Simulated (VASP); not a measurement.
Wanted: the native input for a VASP 6.6.1 run.

- Task: single point
- Functional: PBE
- Potentials or basis: VASP PAW PBE potentials, release 64 (Be, C)
- Cutoff: 520 eV
- k mesh: 3 × 3 × 3
- Occupations: gaussian, width 0.1 eV
- Spin: no spin polarisation
- Dipole correction: no
- Further INCAR settings: LREAL = Auto; ALGO = Normal; EDIFF = 1e-06; NBANDS = 47

The structure of Be16C7 (a cell with a defect) lies in POSCAR:

```
Be16C7
1.0
    0.0000000000      4.3887940000      4.3887940000
    4.3887940000      0.0000000000      4.3887940000
    4.3887940000      4.3887940000      0.0000000000
Be C
16 7
Direct
    0.1267493986      0.1181283514      0.1273908049
    0.3748288254      0.3738568044      0.3755192201
    0.1254046100      0.1240058203      0.6251387055
    0.3815737307      0.3719540038      0.8730700279
    0.1267274108      0.6262963128      0.1274198561
    0.3748215341      0.8743558025      0.3755276506
    0.1267982731      0.6262044881      0.6193242380
    0.3748540032      0.8743390553      0.8750214751
    0.6244600453      0.1239943137      0.1261247395
    0.8724008236      0.3719886374      0.3822139977
    0.6245051602      0.1239692499      0.6251488450
    0.8724667870      0.3719062686      0.8731305229
    0.6186169823      0.6262543879      0.1274724902
    0.8743599039      0.8743350679      0.3755365369
    0.6244950207      0.6249265744      0.6251639972
    0.8724453688      0.8810714287      0.8731501182
   -0.0002731958     -0.0007865487      0.0004092240
   -0.0002727401     -0.0007870044      0.5003789196
   -0.0002714869      0.4992345278      0.5003876919
    0.4997084621     -0.0007832448      0.0004011353
    0.4997082342     -0.0007821055      0.5004079708
    0.4996988922      0.4992329328      0.0004116165
    0.4997045885      0.4992288314      0.5003917933
```

One way to write it, as run:

INCAR

```
PREC = Accurate
ENCUT = 520
EDIFF = 1E-6
ISMEAR = 0
SIGMA = 0.1
LREAL = Auto
LASPH = T
NELM = 100
ALGO = Normal
ISIF = 2
LWAVE = F
LCHARG = F
GGA = PE
NBANDS = 47
```

KPOINTS

```
Automatic mesh
0
Gamma
  3 3 3
```

Potentials or basis: VASP PAW PBE potentials, release 64 (Be, C).

Command:

```sh
$ cat potpaw_PBE.64/Be/POTCAR potpaw_PBE.64/C/POTCAR > POTCAR
$ mpirun -np 1 vasp_std > vasp.out
```

It gave:

* Pressure: -6.3 GPa
* Largest force: 0.013 eV/Å
* Band gap on the k mesh: none (metal or under the smearing width)

Caveat: the k mesh is coarse (spacing up to 0.41 Å⁻¹), so the values aren't converged.

It took 6.1 min on 1 thread of Intel(R) Xeon(R) Platinum 8259CL CPU @ 2.50GHz (Skylake/Cascade Lake) (shared host), peak memory 0.35 GiB.
